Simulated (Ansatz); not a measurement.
## BaS (CsCl type): zone-centre phonons and dielectric response

Perturbation theory with PBEsol in Ansatz 0.2.0 on the PBEsol cell, ground state and force constants on a 6×6×6 mesh. Spin-unpolarised throughout. Whether this structure exists isn't addressed.

The symmetry is Pm-3m (No. 221, cubic); a = 3.771 Å in the conventional setting, 26.80 Å³ an atom. Ba is surrounded by 8 S at 3.27 Å; S is surrounded by 8 Ba at 3.27 Å.

```yaml
crystal:
  lattice:
    - [3.77057, 0.00000, 0.00000]
    - [0.00000, 3.77057, 0.00000]
    - [0.00000, 0.00000, 3.77057]
  atoms:
    - { symbol: Ba, position: [0.00000, 0.00000, 0.00000] }
    - { symbol: S, position: [0.50000, 0.50000, 0.50000] }
```

Optical modes without the longitudinal term:

| ω (cm⁻¹) | degeneracy | IR intensity, summed over the level ((D/Å)²/amu) |
| --- | --- | --- |
| 113 | 3 | 23.54 |

The optical mode at Γ lies at 113 cm⁻¹ without the longitudinal term. With the long-range field the highest mode reaches 245 cm⁻¹. By the program's warning the force constants, and with them frequencies and ε⁰, aren't converged on this mesh.

The clamped-ion dielectric constant comes out as 6.59 in all directions. With the ions relaxed, ε⁰ is 31.1 in all directions. Born charges, averaged over directions: Ba +2.97, S -2.97 e.

With one polar mode in a cubic crystal the Lyddane-Sachs-Teller relation applies: (ω_LO/ω_TO)² = (245.2/112.9)² = 4.717, and ε⁰/ε∞ = 31.075/6.588 = 4.717. The refractive index √ε∞ is 2.57.

For comparison, on the r2SCAN cell the mean ε∞ is 5.54 with r2SCAN (ground state on 6×6×6; least gap 1.93 eV in its run on 6×6×6 and the special points), 6.18 with PBE (ground state on 6×6×6; least gap 1.56 eV in its run on 6×6×6 and the special points).

Spin-orbit coupling is left out.
